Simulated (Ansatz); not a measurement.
# AlRu: the cost of one run

Computed with Ansatz 0.2.0 (DFT PBEsol, scalar-relativistic, plane waves, PAW, unless a step's input says otherwise).

1 further run of the same task is left out (set aside as unsound or not needed).

## 1. The structure to begin with

It takes space group Pm-3m (No. 221, cubic). The conventional cell has a = 2.976 Å, b = 2.976 Å, c = 2.976 Å, α = 90.00°, β = 90.00°, γ = 90.00°. Around Al (site symmetry m-3m) lie 8 Ru at 2.58 Å. Ru (site symmetry m-3m) has 8 Al at 2.58 Å as nearest neighbours.

As a file:

```
Al Ru
1.0
     2.97641    0.00000    0.00000
     0.00000    2.97641    0.00000
     0.00000    0.00000    2.97641
Al Ru
1 1
Direct
  0.00000 0.00000 0.00000
  0.50000 0.50000 0.50000
```

It is the result of an earlier relaxation at this level (volume 13.18 Å³/atom; gap on the mesh: none (metal)).

## 2. Zero of the scan

The input, input.yaml:

```yaml
crystal:
  lattice:
    - [2.9764078229, 0.0, 0.0]
    - [0.0, 2.9764078229, 0.0]
    - [0.0, 0.0, 2.9764078229]
  atoms:
    - { symbol: Al, position: [0.0, 0.0, 0.0] }
    - { symbol: Ru, position: [0.5, 0.5, 0.5] }
basis:
  ecutwfc: 420
kpoints:
  mp_grid: { grid: [12, 12, 12] }
hamiltonian:
  xc: pbesol
scf:
  occupations: { method: gaussian, width: 0.15 }
output:
  forces: true
  stress: true
  eigenvalues: true
```

Command:

```
ansatz run input.yaml --threads 1 --pin off --max-ram 2560MiB --backend cpu --events-out ev --progress --plain --runs-dir out
```

What time and memory should one allow on 1 thread of Arm Neoverse V1, shared host?

About 3.1 s, with a peak of 0.29 GiB.
